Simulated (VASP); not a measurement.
# NiO (F-43m) in VASP: a series of runs, part 2 of 2

VASP 6.6.1.

## (3) Relaxation of cell and atoms, TPSS, collinear spin, ferromagnetic start

Input file INCAR:

```
SYSTEM = NiO
PREC     = Accurate       ! precision mode
ENCUT    = 600            ! plane-wave cutoff, eV
EDIFF    = 1E-6           ! SCF threshold, eV
ISMEAR   = 0              ! smearing method
SIGMA    = 0.05           ! smearing width, eV
LREAL    = .False.        ! projectors in reciprocal space
LASPH    = .True.         ! aspherical terms in the spheres
NELM     = 120            ! most SCF steps
ALGO     = Normal         ! electronic algorithm
ISIF     = 3              ! what is computed and relaxed
LWAVE    = .False.        ! write WAVECAR
LCHARG   = .False.        ! write CHGCAR
ISPIN    = 2              ! spin polarisation
MAGMOM   = 1 0            ! initial moments
LORBIT   = 11             ! projections on sites
LMAXMIX  = 4              ! l up to which the mixer works
METAGGA  = TPSS           ! meta-GGA
LMIXTAU  = .True.       
IBRION   = 2              ! ionic algorithm
NSW      = 40             ! ionic steps
EDIFFG   = -0.02          ! ionic threshold
```

Input file KPOINTS:

```
regular mesh
0
Gamma
  11 11 11
  0 0 0
```

Input file POSCAR:

```
NiO
1.0
    0.0000000000      2.0621708800      2.0621708800
    2.0621708800      0.0000000000      2.0621708800
    2.0621708800      2.0621708800      0.0000000000
Ni O
1 1
Direct
    0.0000000000      0.0000000000      0.0000000000
    0.7500000000      0.7500000000      0.7500000000
```

Potentials or basis: VASP PAW PBE potentials, release 64 (Ni, O).

Command:

```sh
cat potpaw_PBE.64/Ni/POTCAR potpaw_PBE.64/O/POTCAR > POTCAR
mpirun -np 1 vasp_std > vasp.out
```

OUTCAR:

```text
SYSTEM = NiO
   PREC = Accurate
   ENCUT = 600
   EDIFF = 1E-6
   ISMEAR = 0
   LREAL = .False.
   LASPH = .True.
   NELM = 120
   ISIF = 3
   ISPIN = 2
   LORBIT = 11
   METAGGA = TPSS
   IBRION = 2
   NSW = 40
   EDIFFG = -0.02

 ion  position               nearest neighbor table
   1  0.000  0.000  0.000-   2 1.79   2 1.79   2 1.79   2 1.79
   2  0.750  0.750  0.750-   1 1.79   1 1.79   1 1.79   1 1.79

  LATTYP: Found a face centered cubic cell.
 ALAT       =     4.1243417600

  Lattice vectors:

 A1 = (   0.0000000000,   2.0621708800,   2.0621708800)
 A2 = (   2.0621708800,   0.0000000000,   2.0621708800)
 A3 = (   2.0621708800,   2.0621708800,   0.0000000000)

Analysis of symmetry for initial positions (statically):
=====================================================================
 Subroutine PRICEL returns:
 Original cell was already a primitive cell.

 Routine SETGRP: Setting up the symmetry group for a
 face centered cubic supercell.

 Subroutine GETGRP returns: Found 24 space group operations
 (whereof 24 operations were pure point group operations)
 out of a pool of 48 trial point group operations.

The static configuration has the point symmetry T_d .

Analysis of symmetry for dynamics (positions and initial velocities):
=====================================================================
 Subroutine PRICEL returns:
 Original cell was already a primitive cell.

 Routine SETGRP: Setting up the symmetry group for a
 face centered cubic supercell.

 Subroutine GETGRP returns: Found 24 space group operations
 (whereof 24 operations were pure point group operations)
 out of a pool of 48 trial point group operations.

The dynamic configuration has the point symmetry T_d .

Analysis of structural, dynamic, and magnetic symmetry:
=====================================================================
 Subroutine PRICEL returns:
 Original cell was already a primitive cell.

 Routine SETGRP: Setting up the symmetry group for a
 face centered cubic supercell.

 Subroutine GETGRP returns: Found 24 space group operations
 (whereof 24 operations were pure point group operations)
 out of a pool of 48 trial point group operations.

The overall configuration has the point symmetry T_d .

 Subroutine INISYM returns: Found 24 space group operations
 (whereof 24 operations are pure point group operations),
 and found     1 'primitive' translations

----------------------------------------------------------------------------------------

                                     Primitive cell

  volume of cell :      17.5390

  direct lattice vectors                    reciprocal lattice vectors
     0.000000000  2.062170880  2.062170880    -0.242462933  0.242462933  0.242462933
     2.062170880  0.000000000  2.062170880     0.242462933 -0.242462933  0.242462933
     2.062170880  2.062170880  0.000000000     0.242462933  0.242462933 -0.242462933

  length of vectors
     2.916350026  2.916350026  2.916350026     0.419958119  0.419958119  0.419958119

  position of ions in fractional coordinates (direct lattice)
     0.000000000  0.000000000  0.000000000
     0.750000000  0.750000000  0.750000000

  ion indices of the primitive-cell ions
   primitive index   ion index
                 1           1
                 2           2

----------------------------------------------------------------------------------------

 KPOINTS: regular mesh

Automatic generation of k-mesh.
[... 73 lines left out ...]
   ISYM   =      2    0-nonsym 1-usesym 2-fastsym
   POTIM  = 0.5000    time-step for ionic-motion
   TEBEG  =    0.0;   TEEND  =   0.0 temperature during run
   PSTRESS=    0.0 pullay stress
   NELECT =      16.0000    total number of electrons
   NUPDOWN=      -1.0000    fix difference up-down
   EMIN   =  10.00;   EMAX   =-10.00  energy-range for DOS
   EFERMI =   0.00;   METHOD = LEGACY
   ISMEAR =     0;   SIGMA  =   0.05  broadening in eV -4-tet -1-fermi 0-gaus
   EFERMI_NEDOS =   21; number of points for ismear=-14 and -15
   IALGO  =     38    algorithm
   IMIX   =      4    mixing-type and parameters
     AMIX     =   0.40;   BMIX     =  1.00
     AMIX_MAG =   1.60;   BMIX_MAG =  1.00
  volume/ion in A,a.u.               =       8.77        59.18
  Fermi-wavevector in a.u.,A,eV,Ry     =   1.587743  3.000399 34.299301  2.520927
  Thomas-Fermi vector in A             =   2.686853
   LORBIT       =     11    0 simple, 1 ext, 2 COOP (PROOUT), +10 PAW based schemes
   METAGGA = TPSS    functional components
   LHFCALC =     F    Hartree Fock is set to
   AEXX    =    0.0000 exact exchange contribution
   IVDW    =     0    specifies the selected vdW correction
   LEPSILON=     F    determine dielectric tensor
   LRPA    =     F    only Hartree local field effects (RPA)
 conjugate gradient relaxation of ions
 spin polarized calculation
 Gauss-broadening in eV      SIGMA  =   0.05
  energy-cutoff  :      600.00
  volume of cell :       17.54
 maximum number of plane-waves:       596
   NGX = 11   NGY = 11   NGZ = 11

--------------------------------------- Ionic step        1  -------------------------------------------

 number of electron      15.9999989 magnetization       1.3699401

 Free energy of the ion-electron system (eV)
  ---------------------------------------------------
  ext. energy  EPLUGINS =         0.00000000
  ---------------------------------------------------
  free energy    TOTEN  =       -20.74129687 eV

  energy without entropy =      -20.73870919  energy(sigma->0) =      -20.74000303

------------------------ aborting loop because EDIFF is reached ----------------------------------------

  FORCE on cell =-STRESS in cart. coord.  units (eV):
  Direction    XX          YY          ZZ          XY          YZ          ZX
  --------------------------------------------------------------------------------------
  -------------------------------------------------------------------------------------
  Total        6.7466514      6.7466514      6.7466514      0.0000000      0.0000000      0.0000000
  in kB      616.3038925    616.3038925    616.3038925      0.0000000      0.0000000      0.0000000
  external PRESSURE =     616.3038925 kB  Pullay stress =       0.0000000 kB
[... 23 lines left out ...]
--------------------------------------- Ionic step        2  -------------------------------------------

 number of electron      15.9999992 magnetization       2.0009623

 E-fermi :   3.4678     XC(G=0): -10.5596

 val. band max:        3.4634326949   @ k =  -0.4545   0.4545   0.0000
 cond. band min:       3.4764851123   @ k =  -0.4545   0.3636   0.0909
 fundamental gap:      0.0130524175
 Fermi energy:         3.4678071410

 spin component 1

 k-point     1 :       0.0000    0.0000    0.0000
  band No.  band energies     occupation
      1     -15.7905      1.00000
      2      -1.6458      1.00000
      3      -1.6458      1.00000
      4      -1.6458      1.00000
      5       1.0977      1.00000
      6       1.0977      1.00000
      7       3.0437      1.00000
      8       3.0437      1.00000
      9       3.0437      1.00000
     10       3.4571      0.61891
     11      16.4410      0.00000
     12      16.4410      0.00000
[... 828 lines left out ...]
--------------------------------------- Ionic step        4  -------------------------------------------

 number of electron      16.0000007 magnetization       1.9998378

 Free energy of the ion-electron system (eV)
  ---------------------------------------------------
  ext. energy  EPLUGINS =         0.00000000
  ---------------------------------------------------
  free energy    TOTEN  =       -21.51357811 eV

  energy without entropy =      -21.51169204  energy(sigma->0) =      -21.51263508

 E-fermi :   5.6876     XC(G=0): -11.7593

 val. band max:        5.6761970538   @ k =   0.4545   0.4545   0.0000
 cond. band min:       5.6942216709   @ k =   0.3636   0.1818   0.0000
 fundamental gap:      0.0180246172
 Fermi energy:         5.6875815267

 spin component 1

 k-point     1 :       0.0000    0.0000    0.0000
  band No.  band energies     occupation
      1     -14.9587      1.00000
      2      -0.5770      1.00000
      3      -0.5770      1.00000
      4      -0.5770      1.00000
      5       3.0224      1.00000
      6       3.0224      1.00000
      7       5.6217      0.96884
      8       5.6217      0.96884
      9       5.6217      0.96884
     10       5.8753      0.00000
     11      20.0758      0.00000
     12      20.0758      0.00000
[... 786 lines left out ...]
  FREE ENERGIE OF THE ION-ELECTRON SYSTEM (eV)
  ---------------------------------------------------
  free  energy   TOTEN  =       -21.5135781108 eV

  energy  without entropy=      -21.5116920402  energy(sigma->0) =      -21.51263508

 reached required accuracy - stopping structural energy minimisation

 total charge

# of ion       s       p       d       tot
------------------------------------------
    1        0.376   0.487   8.221   9.083
    2        1.540   3.423   0.000   4.963
--------------------------------------------------
tot          1.916   3.909   8.221  14.046

 magnetization (x)

# of ion       s       p       d       tot
------------------------------------------
    1        0.001   0.038   1.541   1.580
    2        0.014   0.347   0.000   0.360
--------------------------------------------------
tot          0.015   0.385   1.541   1.940
```

Run time: 4 min. Hardware: 1 thread of Intel Xeon Platinum 8488C (Sapphire Rapids), shared host; peak memory 0.18 GiB.

What came out:

| Property | Result |
| --- | --- |
| Free energy | -21.5136 eV |
| Relaxed volume | 11.20 Å³/atom |
| Relaxed cell | a = 3.164 Å, b = 3.164 Å, c = 3.164 Å, α = 60.00°, β = 60.00°, γ = 60.00° |
| Space group after relaxing (to 0.05 Å) | F-43m (No. 216) |
| Energy gained by relaxing | 386.1 meV/atom |
| Ionic steps | 4 |
| Pressure after relaxing | -0.1 GPa |
| Band gap on the k mesh | none (metal or under the smearing width) |
| Net moment | 2.00 μB per cell |
| Site moments | Ni +1.58; O +0.36 μB |
| Valence electrons inside the program's atomic spheres | Ni 9.08; O 4.96 |

The path:
| step | energy change (eV) | largest force (eV/Å) | pressure (GPa) | volume (Å³) |
| --- | --- | --- | --- | --- |
| 1 | 0.0000 | 0.0000 | 61.63 | 17.54 |
| 2 | -0.3482 | 0.0000 | -22.14 | 27.57 |
| 3 | -0.7720 | 0.0000 | -0.81 | 22.50 |
| 4 | -0.7723 | 0.0000 | -0.07 | 22.39 |

Final structure:
```cif
data_structure
_symmetry_space_group_name_H-M 'P 1'
_symmetry_Int_Tables_number 1
_cell_length_a 3.1639
_cell_length_b 3.1639
_cell_length_c 3.1639
_cell_angle_alpha 60.000
_cell_angle_beta 60.000
_cell_angle_gamma 60.000
_cell_volume 22.39
loop_
_atom_site_label
_atom_site_type_symbol
_atom_site_fract_x
_atom_site_fract_y
_atom_site_fract_z
_atom_site_occupancy
Ni1 Ni 0.00000 0.00000 0.00000 1
O1 O 0.75000 0.75000 0.75000 1
```

Levels at points of the mesh, in eV from the Fermi level:
Spin up:
```tsv
k point	band 5	band 6	band 7	band 8	band 9	band 10	band 11	band 12	band 13
(0.00, 0.00, 0.00)	-2.67	-2.67	-0.07	-0.07	-0.07	0.19	14.39	14.39	14.39
```
Spin down:
```tsv
k point	band 5	band 6	band 7	band 8	band 9	band 10
(0.00, 0.00, 0.00)	-1.72	-1.72	0.53	1.83	1.83	1.83
```

Caveat: the volume moved by over 15 % at a fixed basis, so the end points are rough; the PAW data sets were made with another functional, which shifts forces and pressure a little; a cell with one magnetic atom can't hold antiferromagnetic order, which such compounds often take; semilocal functionals often make such compounds metallic where correlation or magnetic order opens a gap, which also shifts bond lengths. With open d or f shells a metallic result of TPSS can be an artefact of self-interaction; +U or a hybrid may open a gap.
